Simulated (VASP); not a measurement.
# Settings for ZnS: relaxation of the atoms

ZnS, P1 (no. 1), 8 atoms in the cell. PBE, relaxation of the atoms; PAW potentials Zn, S (PBE set). VASP 6.6.1.

Wanted: energy within 1 meV/atom; two shortest distances of each atom within 0.01 Å.

POSCAR:
```
ZnS
1.0
    3.8110000000      0.0000000000      0.0000000000
   -1.9055000000      3.3004228100      0.0000000000
    0.0000000000      0.0000000000     12.4680000000
Zn S
4 4
Direct
    0.6827520000      0.3420520000      0.2504970000
    0.6536580000      0.3438100000      0.7511410000
    0.3308510000      0.6703370000      0.0006860000
    0.3401580000      0.6587350000      0.5016990000
    0.6527480000      0.3213850000      0.4384820000
    0.6791500000      0.3256390000      0.9395350000
    0.3175990000      0.6527390000      0.1912060000
    0.3430850000      0.6853030000      0.6967550000
```

The series start from Force threshold EDIFFG (eV/Å): -0.02; Electronic threshold EDIFF (eV): 1e-6; Relaxation method: conjugate gradient, POTIM 0.5; Mixing and least electronic steps: default. Each series keeps the choices made before it, and each single choice may use up half of a tolerance.

## Force threshold EDIFFG (eV/Å)

| Force threshold EDIFFG (eV/Å) | Energy less reference (meV/atom) | Two shortest distances of each atom, largest deviation (Å) | Time (s) |
|---|---|---|---|
| -0.1 | 0.6 | 0.006 | 20 |
| -0.05 | 0.4 | 0.007 | 27 |
| -0.03 | 0.0 | 0.002 | 57 |
| -0.02 | 0.0 | 0.002 | 44 |
| -0.01 | 0.0 | 0.000 | 54 |
| -0.005 | 0.0 | 0.000 | 59 |
| -0.002 (reference) | 0.0 | 0.000 | 67 |

## Electronic threshold EDIFF (eV)

| Electronic threshold EDIFF (eV) | Energy less reference (meV/atom) | Two shortest distances of each atom, largest deviation (Å) | Time (s) |
|---|---|---|---|
| 0.001 | 0.2 | 0.002 | 24 |
| 0.0001 | 0.0 | 0.001 | 33 |
| 1e-5 | 0.0 | 0.001 | 44 |
| 1e-6 | 0.0 | 0.001 | 57 |
| 1e-7 (reference) | 0.0 | 0.000 | 74 |

## Relaxation method

| Relaxation method | Energy less reference (meV/atom) | Two shortest distances of each atom, largest deviation (Å) | Time (s) |
|---|---|---|---|
| conjugate gradient, POTIM 0.5 | 0.0 | 0.000 | 24 |
| conjugate gradient, POTIM 0.2 | -0.1 | 0.001 | 35 |
| conjugate gradient, POTIM 1.0 | -0.1 | 0.001 | 29 |
| quasi-Newton, POTIM 0.5 | -0.1 | 0.001 | 24 |
| quasi-Newton, POTIM 0.3, 10 steps kept | 0.1 | 0.001 | 84 |
| quasi-Newton, POTIM 0.5, at least 5 electronic steps | 0.0 | 0.001 | 23 |
| damped dynamics, POTIM 0.2, SMASS 0.4 | -0.2 | 0.001 | 33 |
| damped dynamics, POTIM 0.4, SMASS 0.8 | 0.0 | 0.002 | 19 |
| velocity quench, POTIM 0.1 | 0.1 | 0.001 | 16 |

## Mixing and least electronic steps

| Mixing and least electronic steps | Energy less reference (meV/atom) | Two shortest distances of each atom, largest deviation (Å) | SCF iterations | Time (s) |
|---|---|---|---|---|
| default | 0.0 | 0.000 | 27 | 16 |
| MAXMIX 40 | -0.1 | 0.002 | 38 | 22 |
| NELMIN 4 | -0.1 | 0.001 | 46 | 23 |
| NELMIN 4, MAXMIX 40 | -0.1 | 0.001 | 46 | 27 |
| ALGO Fast | 0.0 | 0.001 | 33 | 19 |

## Question

The rows run from the loosest to the tightest (no order: relaxation method, mixing and least electronic steps). For each series: choose the loosest value from which every tighter one stays within half of the tolerance; where there is no order, keep the first row unless others stay within half of the tolerance and take at least 30 % less time, and then take the fastest.

## Answer

- Force threshold EDIFFG (eV/Å): -0.03
- Electronic threshold EDIFF (eV): 0.001
- Relaxation method: velocity quench, POTIM 0.1
- Mixing and least electronic steps: default

## All choices together

| Input | Energy less reference (meV/atom) | Two shortest distances of each atom, largest deviation (Å) | Time (s) |
|---|---|---|---|
| program defaults (naive) | 0.1 | 0.005 | 25 |
| chosen settings | 0.3 | 0.003 | 16 |
| reference settings throughout | 0.0 | 0.000 | 85 |

The tolerance is met.

## The input

INCAR:
```
PREC = Normal
ENCUT = 350
EDIFF = 0.001
ISMEAR = 0
SIGMA = 0.05
LREAL = F
LASPH = T
NELM = 100
ALGO = Normal
LWAVE = F
LCHARG = F
IBRION = 3
NSW = 150
ISIF = 2
EDIFFG = -0.03
POTIM = 0.1
KPAR = 8
```

KPOINTS:
```
k-points
0
Gamma
  5 5 2
```

Commands:
```
cat potpaw_PBE.64/Zn/POTCAR potpaw_PBE.64/S/POTCAR > POTCAR
mpirun -np 8 vasp_std > vasp.out
```

The naive input happens to agree within the tolerance here, in 25 s.

Limits: the start was distorted on purpose (atoms moved at random), so the space group given is the start's and not the crystal's.

The chosen input took VASP 6.6.1 16 s on 8 cores (Intel Xeon 6975P-C (Granite Rapids)), a shared host.

## An input that fails: ionic step far too long

VASP's message: internal error in: us.F  at line: 1398 internal ERROR SETYLM_AUG: -5 23 787 31 -6 22 22 If you are not a developer, you should not encounter this problem. Please submit a bug report.

Changes against the starting input:
```
- NELM = 100
- IBRION = 2
- NSW = 150
- POTIM = 0.5
+ NELM = 60
+ IBRION = 3
+ NSW = 30
+ POTIM = 5.0
+ SMASS = 0.4
```
